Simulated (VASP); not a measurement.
# SiC: how cutoff and mesh change the relaxed cell, part 2 of 2

How far does the relaxed cell of SiC depend on cutoff and k mesh? The starting structure is a computed structure from the Materials Project. The first relaxation on each setting starts from this cell expanded by 3 % in volume.

VASP 6.6.1.

Results so far: reference 10.35 Å³ an atom; a cutoff of 400 eV 10.29 Å³ an atom.

**4. Relaxation with a 4×4×2 mesh**

Level of this step: PBEsol; plane waves and PAW (Si, C) (VASP).

Against step 2 the input has a 4×4×2 mesh (also changed: KPAR and NCORE). This run starts from the cell of an earlier relaxation, which isn't shown; the restart sets up the plane waves anew.

File INCAR:

```
SYSTEM = SiC
PREC = Accurate
ENCUT = 520
EDIFF = 1E-06
NELM = 100
ISMEAR = 0
SIGMA = 0.03
LREAL = .FALSE.
ALGO = Normal
GGA = PS
NBANDS = 24
LORBIT = 11
LWAVE = .FALSE.
LCHARG = .FALSE.
KPAR = 4
NCORE = 2
IBRION = 2
NSW = 50
ISIF = 3
EDIFFG = -0.006
```

File POSCAR:

```
SiC
1.0
    3.0840771438      0.0000000000      0.0000000000
   -1.5420385719      2.6708891538      0.0000000000
    0.0000000000      0.0000000000     10.0630124419
Si C
4 4
Direct
    0.0000000000      0.0000000000      0.1880980730
    0.0000000000      0.0000000000      0.6880980730
    0.3333333333      0.6666666667      0.4380205187
    0.6666666667      0.3333333333      0.9380205187
    0.0000000000      0.0000000000      0.0002855356
    0.0000000000      0.0000000000      0.5002855356
    0.3333333333      0.6666666667      0.2495948727
    0.6666666667      0.3333333333      0.7495948727
```

File KPOINTS:

```
Automatic mesh
0
Gamma
4 4 2
0 0 0
```

PAW data sets: Si and C (PBE family, release 64).

The run is started by

```
$ mpirun -np 8 vasp_std
```

Output:

```text
[banner, memory and clock lines left out]
running    8 mpi-ranks, on    1 nodes
[...]
[... a notice as in an earlier step ...]

 LDA part: xc-table for (Slater+PW92), standard interpolation
 POSCAR, INCAR and KPOINTS ok, starting setup
[...]
entering main loop
       N       E                     dE             d eps       ncg     rms          rms(c)
DAV:   1     0.790867826235E+02    0.79087E+02   -0.14513E+04   384   0.120E+03
DAV:   2    -0.634419322768E+02   -0.14253E+03   -0.13372E+03   544   0.197E+02
DAV:   3    -0.706317677276E+02   -0.71898E+01   -0.71433E+01   512   0.446E+01
DAV:   4    -0.707260367929E+02   -0.94269E-01   -0.94204E-01   480   0.590E+00
[...]
DAV:  10    -0.634029741143E+02   -0.24961E-03   -0.10170E-03   512   0.172E-01    0.729E-02
DAV:  11    -0.634029900415E+02   -0.15927E-04   -0.82645E-05   480   0.602E-02    0.135E-02
DAV:  12    -0.634029904296E+02   -0.38812E-06   -0.45477E-06   496   0.118E-02
   1 F= -.63402990E+02 E0= -.63402990E+02  d E =-.634030E+02
[...]
reached required accuracy - stopping structural energy minimisation
```

Run time: 2.4 s. Hardware: 8 MPI ranks of Intel Xeon 6975P-C (Granite Rapids), shared host; peak memory 1.4 GiB; 14 s of CPU time.

From OUTCAR (step 4):

```text
  Total       -0.0321898     -0.0321898     -0.0357971      0.0000000      0.0000000      0.0000000
  in kB       -0.6221854     -0.6221854     -0.6919088      0.0000000      0.0000000      0.0000000
  external PRESSURE =      -0.6454266 kB  Pullay stress =       0.0000000 kB

 POSITION                                       TOTAL-FORCE (eV/Angst)
 -----------------------------------------------------------------------------------
      0.00000      0.00000      1.89283         0.000000      0.000000      0.002217
      0.00000      0.00000      6.92434        -0.000000     -0.000000      0.002217
     -0.00000      1.78059      4.40781         0.000000      0.000000     -0.000175
      1.54204      0.89030      9.43931         0.000000     -0.000000     -0.000175
      0.00000      0.00000      0.00287        -0.000000     -0.000000     -0.001230
      0.00000      0.00000      5.03438         0.000000      0.000000     -0.001230
     -0.00000      1.78059      2.51168         0.000000      0.000000     -0.000812
      1.54204      0.89030      7.54318        -0.000000      0.000000     -0.000812
 -----------------------------------------------------------------------------------
    total drift:                                0.000000      0.000000      0.000098

  FREE ENERGIE OF THE ION-ELECTRON SYSTEM (eV)
  ---------------------------------------------------
  free  energy   TOTEN  =       -63.4029904296 eV

  energy  without entropy=      -63.4029904296  energy(sigma->0) =      -63.40299043

[... 1 part as in an earlier step ...]

[... 3 further parts left out ...]
[key lines of the parts left out:]
E-fermi :   8.3126
```

With a 4×4×2 mesh the cell ends at 10.361 Å³ an atom, +0.11 % from the reference.

**5. Relaxation with a cutoff of 680 eV**

Against step 2 the input has ENCUT = 680. This run starts from the cell of an earlier relaxation, which isn't shown; the restart sets up the plane waves anew.

INCAR, as its differences from that of step 4:

```diff
@@ -2,3 +2,3 @@
 PREC = Accurate
-ENCUT = 520
+ENCUT = 680
 EDIFF = 1E-06
@@ -14,4 +14,3 @@
 LCHARG = .FALSE.
-KPAR = 4
-NCORE = 2
+KPAR = 8
 IBRION = 2
```

File POSCAR:

```
SiC
1.0
    3.0787857012      0.0000000000      0.0000000000
   -1.5393928506      2.6663066301      0.0000000000
    0.0000000000      0.0000000000     10.0788882228
Si C
4 4
Direct
    0.0000000000      0.0000000000      0.1878960967
    0.0000000000      0.0000000000      0.6878960967
    0.3333333333      0.6666666667      0.4378402101
    0.6666666667      0.3333333333      0.9378402101
    0.0000000000      0.0000000000      0.0004556335
    0.0000000000      0.0000000000      0.5004556335
    0.3333333333      0.6666666667      0.2498070596
    0.6666666667      0.3333333333      0.7498070596
```

File KPOINTS:

```
Automatic mesh
0
Gamma
9 9 2
0 0 0
```

The run is started by

```
$ mpirun -np 8 vasp_std
```

Output:

```text
[... set-up lines as in an earlier step ...]
 entering main loop
       N       E                     dE             d eps       ncg     rms          rms(c)
DAV:   1     0.957511291611E+02    0.95751E+02   -0.17288E+04  1152   0.150E+03
DAV:   2    -0.623298352664E+02   -0.15808E+03   -0.14569E+03  1584   0.221E+02
DAV:   3    -0.707478740331E+02   -0.84180E+01   -0.83482E+01  1528   0.487E+01
DAV:   4    -0.708699463691E+02   -0.12207E+00   -0.12193E+00  1488   0.673E+00
[...]
DAV:  10    -0.636837151848E+02   -0.21742E-03   -0.90401E-04  1488   0.165E-01    0.717E-02
DAV:  11    -0.636837284246E+02   -0.13240E-04   -0.72155E-05  1512   0.568E-02    0.124E-02
DAV:  12    -0.636837287032E+02   -0.27862E-06   -0.44749E-06  1448   0.115E-02
   1 F= -.63683729E+02 E0= -.63683729E+02  d E =-.636837E+02
[...]
reached required accuracy - stopping structural energy minimisation
```

Wall time 8.2 s (8 MPI ranks); peak memory 2.2 GiB.

OUTCAR, selected parts (step 5):

```text
  Total       -0.0008645     -0.0008645     -0.0020008      0.0000000      0.0000000      0.0000000
  in kB       -0.0167415     -0.0167415     -0.0387455      0.0000000      0.0000000      0.0000000
  external PRESSURE =      -0.0240762 kB  Pullay stress =       0.0000000 kB

 POSITION                                       TOTAL-FORCE (eV/Angst)
 -----------------------------------------------------------------------------------
      0.00000      0.00000      1.89378        -0.000000      0.000000      0.001968
      0.00000      0.00000      6.93323        -0.000000     -0.000000      0.001968
     -0.00000      1.77754      4.41294        -0.000000     -0.000000      0.000602
      1.53939      0.88877      9.45239         0.000000      0.000000      0.000602
      0.00000      0.00000      0.00459         0.000000     -0.000000     -0.001813
      0.00000      0.00000      5.04404        -0.000000     -0.000000     -0.001813
     -0.00000      1.77754      2.51778         0.000000      0.000000     -0.000756
      1.53939      0.88877      7.55722        -0.000000     -0.000000     -0.000756
 -----------------------------------------------------------------------------------
    total drift:                                0.000000      0.000000      0.000168

  FREE ENERGIE OF THE ION-ELECTRON SYSTEM (eV)
  ---------------------------------------------------
  free  energy   TOTEN  =       -63.6837287032 eV

  energy  without entropy=      -63.6837287032  energy(sigma->0) =      -63.68372870

[... 2 parts as in an earlier step ...]

[... 2 further parts left out ...]
[key lines of the parts left out:]
E-fermi :   8.2877
```

With a cutoff of 680 eV the cell ends at 10.342 Å³ an atom, -0.08 % from the reference.

**6. Relaxation with a 12×12×4 mesh**

Against step 2 the input has a 12×12×4 mesh. This run starts from the cell of an earlier relaxation, which isn't shown; the restart sets up the plane waves anew.

INCAR, as its differences from that of step 5:

```diff
@@ -2,3 +2,3 @@
 PREC = Accurate
-ENCUT = 680
+ENCUT = 520
 EDIFF = 1E-06
```

File POSCAR:

```
SiC
1.0
    3.0795990181      0.0000000000      0.0000000000
   -1.5397995091      2.6670109832      0.0000000000
    0.0000000000      0.0000000000     10.0813815546
Si C
4 4
Direct
    0.0000000000      0.0000000000      0.1878993230
    0.0000000000      0.0000000000      0.6878993230
    0.3333333333      0.6666666667      0.4378353362
    0.6666666667      0.3333333333      0.9378353362
    0.0000000000      0.0000000000      0.0004536207
    0.0000000000      0.0000000000      0.5004536207
    0.3333333333      0.6666666667      0.2498107201
    0.6666666667      0.3333333333      0.7498107201
```

File KPOINTS:

```
Automatic mesh
0
Gamma
12 12 4
0 0 0
```

The run is started by

```
$ mpirun -np 8 vasp_std
```

Output:

```text
[... set-up lines as in an earlier step ...]
 entering main loop
       N       E                     dE             d eps       ncg     rms          rms(c)
DAV:   1     0.730049963916E+02    0.73005E+02   -0.14696E+04  2736   0.121E+03
DAV:   2    -0.638795209844E+02   -0.13688E+03   -0.12702E+03  3800   0.198E+02
DAV:   3    -0.707582217729E+02   -0.68787E+01   -0.68304E+01  3632   0.431E+01
DAV:   4    -0.708522427004E+02   -0.94021E-01   -0.93930E-01  3488   0.584E+00
[...]
DAV:  10    -0.636717580602E+02   -0.21937E-03   -0.92608E-04  3528   0.168E-01    0.722E-02
DAV:  11    -0.636717716234E+02   -0.13563E-04   -0.67655E-05  3576   0.561E-02    0.128E-02
DAV:  12    -0.636717716438E+02   -0.20418E-07   -0.43711E-06  3480   0.111E-02
   1 F= -.63671772E+02 E0= -.63671772E+02  d E =-.636718E+02
[...]
reached required accuracy - stopping structural energy minimisation
```

It took 8.2 s on 8 MPI ranks; peak memory 2 GiB; 61 s of CPU time.

OUTCAR, selected parts (step 6):

```text
  Total        0.0053907      0.0053907      0.0043982     -0.0000000      0.0000000      0.0000000
  in kB        0.1043075      0.1043075      0.0851033     -0.0000000      0.0000000      0.0000000
  external PRESSURE =       0.0979061 kB  Pullay stress =       0.0000000 kB

 POSITION                                       TOTAL-FORCE (eV/Angst)
 -----------------------------------------------------------------------------------
      0.00000      0.00000      1.89428         0.000000     -0.000000      0.001920
      0.00000      0.00000      6.93498        -0.000000      0.000000      0.001920
     -0.00000      1.77801      4.41399        -0.000000      0.000000      0.000598
      1.53980      0.88900      9.45468         0.000000      0.000000      0.000598
      0.00000      0.00000      0.00457        -0.000000      0.000000     -0.001857
      0.00000      0.00000      5.04526         0.000000      0.000000     -0.001857
     -0.00000      1.77801      2.51844         0.000000      0.000000     -0.000661
      1.53980      0.88900      7.55913        -0.000000      0.000000     -0.000661
 -----------------------------------------------------------------------------------
    total drift:                               -0.000000     -0.000000      0.000175

  FREE ENERGIE OF THE ION-ELECTRON SYSTEM (eV)
  ---------------------------------------------------
  free  energy   TOTEN  =       -63.6717716438 eV

  energy  without entropy=      -63.6717716438  energy(sigma->0) =      -63.67177164

[... 1 part as in an earlier step ...]

[... 3 further parts left out ...]
[key lines of the parts left out:]
E-fermi :   8.2794
```

With a 12×12×4 mesh the cell ends at 10.350 Å³ an atom, +0.00 % from the reference.

**7. All runs side by side**

```
               run  volume (Å³/atom)  change (%)  pressure left (GPa)  core minutes
         reference             10.35           -                 0.01          2.96
a cutoff of 400 eV            10.295       -0.54                 0.01           2.4
      a 4×4×2 mesh            10.361        0.11                -0.06          1.41
a cutoff of 680 eV            10.342       -0.08                  0.0          4.29
    a 12×12×4 mesh             10.35         0.0                 0.01          4.83
```

Core minutes are wall time times ranks, summed over the relaxations behind a row (those for a bulk modulus apart), on shared hosts.

**8. What came out**

| Item | Value |
| --- | --- |
| volume of the reference | 10.35 Å³/atom |
| volume against the reference, a cutoff of 400 eV | -0.54 % |
| volume against the reference, a 4×4×2 mesh | +0.11 % |
| volume against the reference, a cutoff of 680 eV | -0.08 % |
| volume against the reference, a 12×12×4 mesh | +0.00 % |

**Reading.** The volume moves most with a cutoff of 400 eV: -0.54 % against the reference (520 eV, 9×9×2 mesh). On finer settings it changes by -0.08 % with a cutoff of 680 eV and +0.00 % with a 12×12×4 mesh. The relaxations stop with up to 0.06 GPa left, which at a bulk modulus of 50 GPa, to name a scale, is 0.13 % of the volume, and more along a soft axis. A cell that shrinks at the lower cutoff is the usual mark of Pulay stress, the error that a plane-wave basis makes when it is kept while the volume changes. Further runs on this material are not shown.

[Lines on the potential files, build, host, timing and source positions are cut from VASP's logs without a mark.]

[Logs are printed without paths, hosts, clocks, repeated set-up lines and the standing remarks that a program may print on its own settings, such as how far it seeks lower states.]

[Hosts, paths, dates, database ids (printed as entryN), source tags and the programs' standing remarks are cut or masked in the printed files.]
